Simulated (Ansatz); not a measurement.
# The graphene bilayer (AB) under a gate, part 3 of 3

Aim: charge, voltage and capacitance of the graphene bilayer (AB) in a field-effect set-up.

Ansatz 0.2.0; plane-wave DFT, PBE-D3(BJ), Ansatz PAW.

So far. Step 7 (Gated layer, added electrons 10×10¹³ per cm², start …): Against the uncharged case this takes +7.84 V.

**8. Gated layer, added electrons -1×10¹³ per cm², start atoms**

File input.yaml:

```yaml
crystal:
  lattice:
    - [2.4653622414, 0.0, 0.0]
    - [-1.2326811207, 2.1350663306, 0.0]
    - [0.0, 0.0, 36.8027371225]
  atoms:
    - { symbol: C, position: [0.6666666667, 0.3333333333, 0.4537840015] }
    - { symbol: C, position: [0.3333333333, 0.6666666667, 0.4537705971] }
    - { symbol: C, position: [0.0, 0.0, 0.5462294029] }
    - { symbol: C, position: [0.6666666667, 0.3333333333, 0.5462159985] }
  periodic: [true, true, false]
  symmetry: { detect: true }
total_charge: 0.005264
kpoints:
  mp_grid: { grid: [114, 114, 1] }
hamiltonian:
  xc: pbe
  dispersion: d3bj
scf:
  occupations: { method: fermi_dirac, width: 0.02585 }
  convergence: { dr2_threshold: 1.0e-10 }
output:
  forces: true
  eigenvalues: true
  write_potential: true
  write_density: true
  volumetric_format: npy
external_charges:
  - { charge: 0, barrier: 10, axis: 3, height: 23.603, sigma: 0.25 }
  - { charge: -0.005264, axis: 3, height: 25.103, sigma: 0.5 }
```

Started as:

```console
ansatz run input.yaml --threads 4 --pin off --max-ram 16384MiB --backend cpu --events-out ev --progress --plain --runs-dir out
```

Numbers of over 12 decimals in the logs are rounded to 6 here.

The program printed:

```text
[...]
Crystal: 4 atoms, lattice volume = 193.719 Å³
Basis set: ecut = 420 eV, 3657 PW (Γ), exchange–correlation on 36×36×500 points (8 copies of the dense FFT grid, shifted against one another)
Bands: 12, of which v1, the nominal top of the filled ones, is band 8 counted from 1 (7 counted from 0)
Symmetry: 6 space group operations
k-points: 1141 of 12996 (time reversal used)
[...]
--- Band table (eV; the first three rows and the last of 1141) ---
  k-point 0: bands = [... 4 lower, -7.6991, -7.6991, -7.6187, -7.6187, -1.1153, -0.2162, 0.0125, 0.7358]
  k-point 1: bands = [... 4 lower, -7.7067, -7.7032, -7.6263, -7.6227, -1.1129, -0.2137, 0.0150, 0.7383]
  k-point 2: bands = [... 4 lower, -7.7294, -7.7152, -7.6489, -7.6347, -1.1055, -0.2063, 0.0223, 0.7458]
  k-point 1140: bands = [... 4 lower, -15.2263, -15.1457, -4.9292, -4.6666, -4.5838, -4.3020, 5.9276, 6.0231]
[key lines of the parts left out:]
SCF converged after 12 iterations
Free energy (F): -1004.197171 eV
Fermi energy:    -4.790183 eV
```

Run time: 3.3 min. Hardware: 4 threads of Arm Neoverse N1, shared host; peak memory 2.7 GiB.

Against the uncharged case this takes -0.92 V.

**9. Gated layer, added electrons -3×10¹³ per cm², start atoms**

Edit input.yaml of step 8 so:

```diff
@@ -12,3 +12,3 @@
   symmetry: { detect: true }
-total_charge: 0.005264
+total_charge: 0.015791
 kpoints:
@@ -29,2 +29,2 @@
   - { charge: 0, barrier: 10, axis: 3, height: 23.603, sigma: 0.25 }
-  - { charge: -0.005264, axis: 3, height: 25.103, sigma: 0.5 }
+  - { charge: -0.015791, axis: 3, height: 25.103, sigma: 0.5 }
```

The program printed:

```text
[...]
Crystal: 4 atoms, lattice volume = 193.719 Å³
Basis set: ecut = 420 eV, 3657 PW (Γ), exchange–correlation on 36×36×500 points (8 copies of the dense FFT grid, shifted against one another)
Bands: 12, of which v1, the nominal top of the filled ones, is band 8 counted from 1 (7 counted from 0)
Symmetry: 6 space group operations
k-points: 1141 of 12996 (time reversal used)
[...]
--- Band table (eV; the first three rows and the last of 1141) ---
  k-point 0: bands = [... 4 lower, -8.4713, -8.4713, -8.2845, -8.2845, -1.8692, -0.9367, -0.4972, 0.0213]
  k-point 1: bands = [... 4 lower, -8.4790, -8.4754, -8.2921, -8.2885, -1.8668, -0.9342, -0.4948, 0.0238]
  k-point 2: bands = [... 4 lower, -8.5016, -8.4874, -8.3147, -8.3005, -1.8594, -0.9266, -0.4876, 0.0313]
  k-point 1140: bands = [... 4 lower, -15.9978, -15.8084, -5.6524, -5.4360, -5.2362, -4.9979, 5.1757, 5.3966]
[key lines of the parts left out:]
SCF converged after 11 iterations
Free energy (F): -1004.134836 eV
Fermi energy:    -5.670784 eV
```

The job ended after 3.3 min (4 threads; peak memory 2.7 GiB).

Against the uncharged case this takes -2.58 V.

**10. Gated layer, added electrons -6×10¹³ per cm²**

input.yaml, the sections that differ from step 9:

```yaml
total_charge: 0.031582
kpoints:
  mp_grid: { grid: [114, 114, 1] }
  band_path:
    path: [[0, 0, 0], [0.5, 0, 0], [0.33333333, 0.33333333, 0], [0, 0, 0]]
    npoints: 16
output:
  forces: true
  eigenvalues: true
  dos: { projected: true, e_range: [-3, 3], de: 0.01 }
  write_potential: true
  write_density: true
  volumetric_format: npy
  elf: true
external_charges:
  - { charge: 0, barrier: 10, axis: 3, height: 23.603, sigma: 0.25 }
  - { charge: -0.031582, axis: 3, height: 25.103, sigma: 0.5 }
# crystal, hamiltonian, scf: as in step 9
```

The program printed:

```text
[...]
Crystal: 4 atoms, lattice volume = 193.719 Å³
Basis set: ecut = 420 eV, 3657 PW (Γ), exchange–correlation on 36×36×500 points (8 copies of the dense FFT grid, shifted against one another)
Bands: 12, of which v1, the nominal top of the filled ones, is band 8 counted from 1 (7 counted from 0)
Symmetry: 6 space group operations
k-points: 1141 of 12996 (time reversal used)
[...]
--- Band table (eV; the first three rows and the last of 1141) ---
  k-point 0: bands = [... 4 lower, -9.6156, -9.6156, -9.3096, -9.3096, -2.9996, -2.0680, -1.4042, -0.9393]
  k-point 1: bands = [... 4 lower, -9.6232, -9.6196, -9.3172, -9.3136, -2.9971, -2.0655, -1.4018, -0.9368]
  k-point 2: bands = [... 4 lower, -9.6459, -9.6317, -9.3398, -9.3256, -2.9897, -2.0579, -1.3945, -0.9296]
  k-point 1140: bands = [... 4 lower, -17.1412, -16.8286, -6.7519, -6.5766, -6.2390, -6.0410, 4.0534, 4.4227]
[key lines of the parts left out:]
SCF converged after 11 iterations
Free energy (F): -1004.011770 eV
Fermi energy:    -6.885992 eV
```

Wall time 3.7 min (4 threads); peak memory 2.7 GiB.

Against the uncharged case this takes -4.94 V.

**11. Gated layer, added electrons -10×10¹³ per cm²**

Edit input.yaml of step 10 so:

```diff
@@ -12,3 +12,3 @@
   symmetry: { detect: true }
-total_charge: 0.031582
+total_charge: 0.052637
 kpoints:
@@ -34,2 +34,2 @@
   - { charge: 0, barrier: 10, axis: 3, height: 23.603, sigma: 0.25 }
-  - { charge: -0.031582, axis: 3, height: 25.103, sigma: 0.5 }
+  - { charge: -0.052637, axis: 3, height: 25.103, sigma: 0.5 }
```

The program printed:

```text
[...]
Crystal: 4 atoms, lattice volume = 193.719 Å³
Basis set: ecut = 420 eV, 3657 PW (Γ), exchange–correlation on 36×36×500 points (8 copies of the dense FFT grid, shifted against one another)
Bands: 12, of which v1, the nominal top of the filled ones, is band 8 counted from 1 (7 counted from 0)
Symmetry: 6 space group operations
k-points: 1141 of 12996 (time reversal used)
[...]
--- Band table (eV; the first three rows and the last of 1141) ---
  k-point 0: bands = [... 4 lower, -11.1347, -11.1347, -10.7034, -10.7034, -4.5086, -3.5824, -2.8381, -2.1833]
  k-point 1: bands = [... 4 lower, -11.1423, -11.1387, -10.7110, -10.7074, -4.5061, -3.5799, -2.8356, -2.1810]
  k-point 2: bands = [... 4 lower, -11.1650, -11.1508, -10.7336, -10.7194, -4.4988, -3.5723, -2.8282, -2.1739]
  k-point 1140: bands = [... 4 lower, -18.6594, -18.2154, -8.2337, -8.0919, -7.6015, -7.4362, 2.5562, 3.0821]
[key lines of the parts left out:]
SCF converged after 10 iterations
Free energy (F): -1003.794111 eV
Fermi energy:    -8.456124 eV
```

Run time: 3.4 min. Hardware: 4 threads; peak memory 2.7 GiB.

The density of states has structure finer than the step of the table below, so its rows give means over 0.1 eV, whole bins alone (the curve runs from -3 to 1.99 eV). Peaks (eV: height): -2.05: 1.07, -1.47: 1.13.

Density of states against energy, zero at the Fermi level; means over each step:

| energy (eV) | density of states (states/eV a cell) |
| --- | --- |
| -2.9 | 1.11 |
| -2.8 | 1.11 |
| -2.7 | 1.05 |
| -2.6 | 0.911 |
| -2.5 | 0.925 |
| -2.4 | 0.943 |
| -2.3 | 0.966 |
| -2.2 | 0.821 |
| -2.1 | 0.938 |
| -2.0 | 0.907 |
| -1.9 | 0.797 |
| -1.8 | 0.763 |
| -1.7 | 0.758 |
| -1.6 | 0.785 |
| -1.5 | 0.937 |
| -1.4 | 0.821 |
| -1.3 | 0.661 |
| -1.2 | 0.578 |
| -1.1 | 0.515 |
| -1.0 | 0.463 |
| -0.9 | 0.418 |
| -0.8 | 0.379 |
| -0.7 | 0.343 |
| -0.6 | 0.310 |
| -0.5 | 0.279 |
| -0.4 | 0.250 |
| -0.3 | 0.223 |
| -0.2 | 0.196 |
| -0.1 | 0.171 |
| 0.0 | 0.146 |
| 0.1 | 0.123 |
| 0.2 | 0.0948 |
| 0.3 | 0.0768 |
| 0.4 | 0.0917 |
| 0.5 | 0.0597 |
| 0.6 | 0 |
| 0.7 | 0.00734 |
| 0.8 | 0.114 |
| 0.9 | 0.0712 |
| 1.0 | 0.0829 |
| 1.1 | 0.117 |
| 1.2 | 0.145 |
| 1.3 | 0.175 |
| 1.4 | 0.208 |
| 1.5 | 0.246 |
| 1.6 | 0.289 |
| 1.7 | 0.343 |
| 1.8 | 0.415 |
| 1.9 | 0.527 |

Against the uncharged case this takes -8.03 V.

**12. The series together**

This step: plane-wave DFT, PBE-D3(BJ), Ansatz PAW; charging by gates (Ansatz 0.2.0).

The potential behind each gate is read from every run and counted from the uncharged case.

Voltage on the gate against the layer's Fermi level, from the uncharged case. Table of gate voltage by added electrons:

```
added electrons (10¹³ per cm²)  gate voltage (V)
                        -10.00             -8.03
                         -6.00             -4.94
                         -3.00             -2.58
                         -1.00            -0.923
                          0.00                 0
                          1.00             0.941
                          3.00              2.58
                          6.00              4.88
                         10.00              7.84
```

Charge step over voltage step between neighbouring densities. Table of total capacitance by added electrons:

| added electrons (10¹³ per cm²) | total capacitance (µF/cm²) |
| --- | --- |
| -8.00 | 2.07 |
| -4.50 | 2.04 |
| -2.00 | 1.94 |
| -0.50 | 1.74 |
| 0.50 | 1.70 |
| 2.00 | 1.95 |
| 4.50 | 2.09 |
| 8.00 | 2.17 |

Work function of the face away from the gate. Work function of the far face against added electrons:

```csv
added electrons (1e13 /cm²),work function of the far face (eV)
-10.00,4.62
-6.00,4.57
-3.00,4.50
-1.00,4.40
0.00,4.27
1.00,4.12
3.00,4.01
6.00,3.94
10.00,3.89
```

By hand: 10¹³ electrons per cm² are 0.001 e/Å², which by Gauss's law end a field of 0.181 V/Å. At 10×10¹³ holes per cm² the field towards a gate is 1.810 V/Å, which over the 5 Å from the outer atoms would drop 9.05 V; the run needs 8.03 V.

**13. Varying the input**

This step: plane-wave DFT, PBE-D3(BJ), Ansatz PAW (Ansatz 0.2.0).

A run with a changed input: it repeats the earlier run at 1 × 10¹³ added electrons per cm² with kpoints.mp_grid.grid from [114, 114, 1] to [39, 39, 1], scf.mixing.algorithm to msr1, scf.mixing.beta to 0.1 and scf.mixing.ndim to 16.

input.yaml, the sections that differ from step 11:

```yaml
total_charge: -0.005264
kpoints:
  mp_grid: { grid: [39, 39, 1] }
scf:
  occupations: { method: fermi_dirac, width: 0.02585 }
  convergence: { dr2_threshold: 1.0e-10 }
  mixing: { algorithm: msr1, beta: 0.1, ndim: 16 }
output:
  forces: true
  eigenvalues: true
  write_potential: true
  write_density: true
  volumetric_format: npy
external_charges:
  - { charge: 0, barrier: 10, axis: 3, height: 23.603, sigma: 0.25 }
  - { charge: 0.005264, axis: 3, height: 25.103, sigma: 0.5 }
# crystal, hamiltonian: as in step 11
```

The program printed:

```text
[...]
Crystal: 4 atoms, lattice volume = 193.719 Å³
Basis set: ecut = 420 eV, 3657 PW (Γ), exchange–correlation on 36×36×500 points (8 copies of the dense FFT grid, shifted against one another)
Bands: 13, of which v1, the nominal top of the filled ones, is band 8 counted from 1 (7 counted from 0)
Symmetry: 6 space group operations
k-points: 147 of 1521 (time reversal used)
[...]
SCF iter   1: F=—  HF=-1006.387580 eV  |F-HF|=—  |Δ(HF+E_count)|=         —  Δρ=5.54e-2  dr2=5.32e0  ethr=3.10e-3  ⟨swp⟩=14.9  Hψ=23172  notcnv=0
[...]
SCF iter  11: F=-1004.241863 eV  HF=-1004.241863 eV  |F-HF|=4.29e-10  |Δ(HF+E_count)|=   3.19e-9  Δρ=1.91e-7  dr2=5.82e-11  ethr=1.00e-12  ⟨swp⟩=22.1  Hψ=22588  notcnv=0
SCF 1 converged in 11 iterations: F = -1004.241863 eV  dr2 = 5.82e-11
[...]
SCF converged after 11 iterations
Free energy (F): -1004.241863 eV
[...]
Internal energy: -1004.241669 eV  (E = F + TS)
E sigma→0 (E₀):  -1004.241766 eV
Entropy (-TS):   -0.000194 eV (-0.048 meV/atom)
Fermi energy:    -3.663050 eV
[...]
--- Forces (eV/Å), atoms and charges each counted from 1 ---
  atom   1  C      0.00000000     0.00000000    -0.00330972
  atom   2  C      0.00000000    -0.00000000     0.00191447
  atom   3  C      0.00000000     0.00000000    -0.00115052
  atom   4  C      0.00000000    -0.00000000     0.00131310
  external charge   1     0.00000000     0.00000000     0.00169782
  external charge   2     0.00000000     0.00000000    -0.00047600
  max |Σ_I F_I| component, the external charges' with the atoms': 1.08e-5 eV/Å
--- Band table (eV; the first three rows and the last of 147) ---
  k-point 0: bands = [... 4 lower, -6.9841, -6.9841, -6.9023, -6.9023, -0.3670, 0.2869, 0.6914, 1.5006, ... 1 higher]
  k-point 1: bands = [... 4 lower, -7.0487, -7.0183, -6.9668, -6.9364, -0.3461, 0.3076, 0.7129, 1.5219, ... 1 higher]
  k-point 2: bands = [... 4 lower, -7.2392, -7.1571, -7.1183, -7.0362, -0.2836, 0.3698, 0.7775, 1.5861, ... 1 higher]
  k-point 146: bands = [... 4 lower, -14.5132, -14.4311, -4.2230, -3.9589, -3.8744, -3.5971, 6.6183, 6.6925, ... 1 higher]
```

Elapsed: 27 s, on 4 threads; peak memory 0.66 GiB; 1.8 min of CPU time.

```
                                                                                quantity  this run  earlier run  difference
potential beyond the upper barrier and gate, less the barrier, from the Fermi level (eV)     3.260        3.320      -0.060
```

It moves by -0.0602 eV.

The change shows in the results, which are not taken further.

**14. The same run with other settings**

An input spoilt on purpose, to show how the run answers: it repeats the earlier run at 1 × 10¹³ added electrons per cm² with crystal.atoms[0].spin to 2.0, and scf.max_iter set to 80.

input.yaml, the sections that differ from step 13:

```yaml
crystal:
  lattice:
    - [2.4653622414, 0.0, 0.0]
    - [-1.2326811207, 2.1350663306, 0.0]
    - [0.0, 0.0, 36.8027371225]
  atoms:
    - { symbol: C, position: [0.6666666667, 0.3333333333, 0.4537840015], spin: 2.0 }
    - { symbol: C, position: [0.3333333333, 0.6666666667, 0.4537705971] }
    - { symbol: C, position: [0.0, 0.0, 0.5462294029] }
    - { symbol: C, position: [0.6666666667, 0.3333333333, 0.5462159985] }
  periodic: [true, true, false]
  symmetry: { detect: true }
kpoints:
  mp_grid: { grid: [114, 114, 1] }
scf:
  occupations: { method: fermi_dirac, width: 0.02585 }
  convergence: { dr2_threshold: 1.0e-10 }
  max_iter: 80
# total_charge, hamiltonian, output, external_charges: as in step 13
```

The program printed:

```text
Error: inconsistent input (magnetization.spin_polarized): false but per-atom `spin:`, `per_species`, `initial_magnetization`, `magnetic_field`, or `spin_locking` is set
```

The job ended after 0.04 s (4 threads; peak memory 0.033 GiB).

The input was rejected at the start.

The program's message: “Error: inconsistent input (magnetization.spin_polarized): false but per-atom `spin:`, `per_species`, `initial_magnetization`, `magnetic_field`, or `spin_locking` is set”

The fault put into the input: a moment without spin polarisation.

**15. Summary of results**

```yaml
gap_with_uncharged_gates: none
gate_voltage_at_10x1e13_holes_per_cm2: -8.03 V
gate_voltage_at_10x1e13_electrons_per_cm2: +7.84 V
total_capacitance_near_8x1e13_holes_per_cm2: 2.07 µF/cm²
```

**Reading.** Putting 10×10¹³ holes per cm² on the layer takes -8.03 V on the gate; how far the Fermi level moves against the bands is taken for single layers without spin and with an even electron count alone. Plates 5 Å apart would give 1.77 µF/cm² in vacuum; the computed total runs from 1.7 to 2.17 µF/cm². A value over that of the plates means that the screening charge has its centre outside the outer atoms; a low density of states works the other way. Few carriers sample few k-points, so the slopes at the lowest densities depend on the mesh and on the temperature. The gates are charged sheets behind model barriers, not atoms.

[Logs are printed without paths, hosts, clocks, repeated set-up lines and the standing remarks that a program may print on its own settings, such as how far it seeks lower states.]

[Hosts, paths, dates, database ids (printed as entryN), source tags and the programs' standing remarks are cut or masked in the printed files.]

[Maps of the electrostatic potential energy from Ansatz leave out the sawtooth potential of an applied field or a dipole correction, so their vacuum need not be flat; planar profiles and work functions include it.]

[The density of states shown here was stored with 400 of the rows of the run's finer table, so its peaks can read low, often by over a quarter, or be missed, and its means over a window can be off by a tenth or more.]
